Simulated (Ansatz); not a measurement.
# AlN (P6_3mc): cell relaxations under several functionals from a Python script

Wanted for AlN (P6_3mc): cell relaxations under several functionals.

The COD entry's cell or inner coordinates are ideal or old and differ from later refinements, so a difference from it is no clean test against experiment.

Computed with Ansatz 0.2.0 through its Python package. The levels of theory stand in the script.

## Step 1: The system

Symmetry: P6_3mc, No. 186, hexagonal system. Conventional cell: a = 3.113 Å, b = 3.113 Å, c = 4.981 Å, α = 90.00°, β = 90.00°, γ = 120.00°. Around Al (site symmetry 3m) lie 4 N at 1.89 Å. N (site symmetry 3m) has 4 Al at 1.89 Å as nearest neighbours.

No structure file is read: the coordinates are typed or built in the script.

## Step 2: The code

Contents of run_lattice.py:

```python
"""Relaxed cell of AlN under several functionals."""

import warnings

import ansatz as az
import numpy as np

def edges_and_angles(cell):
    cell = np.asarray(cell)
    a, b, c = np.linalg.norm(cell, axis=1)
    cosines = cell[1] @ cell[2] / (b * c), cell[0] @ cell[2] / (a * c), cell[0] @ cell[1] / (a * b)
    return (a, b, c, *np.degrees(np.arccos(cosines)))

warnings.simplefilter("ignore", az.DeckWarning)

vectors = np.array([
    [3.113, 0.0, 0.0],
    [-1.5565, 2.695937, 0.0],
    [0.0, 0.0, 4.981],
])
cell = (
    az.Lattice.of(vectors)
    .atom("Al", (1 / 3, 2 / 3, 0.0))
    .atom("Al", (2 / 3, 1 / 3, 0.5))
    .atom("N", (1 / 3, 2 / 3, 0.38))
    .atom("N", (2 / 3, 1 / 3, 0.88))
)

calculation = (
    cell.calculation()
    .basis(300, xc_grid=1)
    .kpoints(9, 9, 5)
    .occupations("fixed")
    .mixing("anderson")
    .eigensolver("davidson")
    .relax(cell=True, force_tolerance=0.01, max_steps=60)
)

levels = [("pbe", "none"), ("pbesol", "none"), ("pbe", "d4"), ("lda", "none")]
print("level            a       b       c    alpha   beta  gamma  V/atom  steps")
for name, dispersion in levels:
    seen = []
    run = calculation.functional(name, dispersion=dispersion).session().plan()
    result = run.execute(on_event=lambda e: seen.append(e) if e["event"] == "relax_step" else None)
    cell = result.lattice.cell_ang
    label = name if dispersion == "none" else f"{name}+{dispersion}"
    print("{:13s} {:7.4f} {:7.4f} {:7.4f} {:6.2f} {:6.2f} {:6.2f}".format(label, *edges_and_angles(cell)), f"{abs(np.linalg.det(cell)) / len(result.lattice.sites):7.3f} {len(seen):5d}")
```

## Step 3: Running it

The run is started by

```sh
$ python run_lattice.py
```

**Question.** Rank the levels of theory by the volume of the relaxed cell.

**Answer**, as computed:

| quantity | value |
| --- | --- |
| runs compared | 4 |
| AlN (run 1): relaxed volume, space group | 10.65 Å³/atom, P6_3mc |
| AlN (run 2): relaxed volume, space group | 10.47 Å³/atom, P6_3mc |
| AlN (run 3): relaxed volume, space group | 10.41 Å³/atom, P6_3mc |
| AlN (run 4): relaxed volume, space group | 10.23 Å³/atom, P6_3mc |

In words: Runs 1, 2, 3, 4: each has a cutoff under the recommended one, so what rests on them isn't a property of the system. From smallest to largest: LDA (10.23 Å³ an atom, -2.1 % against the start), PBE+D4 (10.41 Å³ an atom, -0.4 % against the start), PBEsol (10.47 Å³ an atom, +0.2 % against the start) and PBE (10.65 Å³ an atom, +1.9 % against the start). The spread is 4.1 % in volume. What to keep in mind:
- The cutoff lies under the one recommended for these potentials.
- Of the deposited cell: the entry's cell lengths or inner coordinates differ somewhat from later room-temperature determinations.
